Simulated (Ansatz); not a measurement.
# KCl: the cost of one run

Method: DFT PBE, scalar-relativistic, in Ansatz 0.2.0.

### 1 The starting structure

The structure is cubic, space group Fm-3m (No. 225). The conventional cell has a = 6.312 Å, b = 6.312 Å, c = 6.312 Å, α = 90.00°, β = 90.00°, γ = 90.00°. K (site symmetry m-3m) is surrounded by 6 Cl at 3.16 Å. Around Cl (site symmetry m-3m) lie 6 K at 3.16 Å.

Structure file:

```cif
data_structure
_symmetry_space_group_name_H-M 'Fm-3m'
_symmetry_Int_Tables_number 225
_cell_length_a 6.3122
_cell_length_b 6.3122
_cell_length_c 6.3122
_cell_angle_alpha 90.000
_cell_angle_beta 90.000
_cell_angle_gamma 90.000
_cell_volume 251.50
loop_
_atom_site_label
_atom_site_type_symbol
_atom_site_symmetry_multiplicity
_atom_site_Wyckoff_symbol
_atom_site_fract_x
_atom_site_fract_y
_atom_site_fract_z
_atom_site_occupancy
K1 K 4 a 0.00000 0.00000 0.00000 1
Cl1 Cl 4 b 0.50000 0.00000 0.00000 1
```

The file gives the conventional cell by its symmetry; the runs use the cell typed in the input.

Atoms are numbered in the order of the input: K1, Cl2.

### 2 The deformed structure

Space group Fm-3m before, I4/mmm after.

### 3 All-electron LAPW

Contents of input.yaml:

```yaml
crystal:
  lattice:
    - [0.0, 3.124539, 3.1561]
    - [3.124539, 0.0, 3.1561]
    - [3.124539, 3.124539, 0.0]
  atoms:
    - { symbol: K, position: [0.0, 0.0, 0.0] }
    - { symbol: Cl, position: [0.5, 0.5, 0.5] }
kpoints:
  mp_grid: { grid: [7, 7, 7] }
  band_path:
    path:
      - [0.0, 0.0, 0.0]
      - [0.0, 0.5, 0.5]
      - [0.25, 0.75, 0.5]
      - [0.0, 0.5, 0.0]
      - [0.0, 0.0, 0.0]
      - [0.5, 0.5, 0.0]
      - [0.3725125, 0.6274875, 0.0]
      - [-0.3725125, 0.3725125, 0.0]
      - [0.0, 0.0, 0.0]
    npoints: 5
scf:
  occupations: { method: fermi_dirac, width: 0.03 }
hamiltonian:
  xc: pbe
  pseudopotentials: { kind: all_electron, lapw: { basis_error: 0.001 } }
output:
  forces: true
  stress: true
  eigenvalues: true
```

Run with:

```sh
$ ansatz run input.yaml --threads 1 --pin off --max-ram 3072MiB --backend cpu --events-out ev --progress --plain --runs-dir out
```

What time and memory should one allow on 1 thread of Intel Xeon Platinum 8488C (Sapphire Rapids), shared host?

About 4.3 s, with a peak of 0.3 GiB.
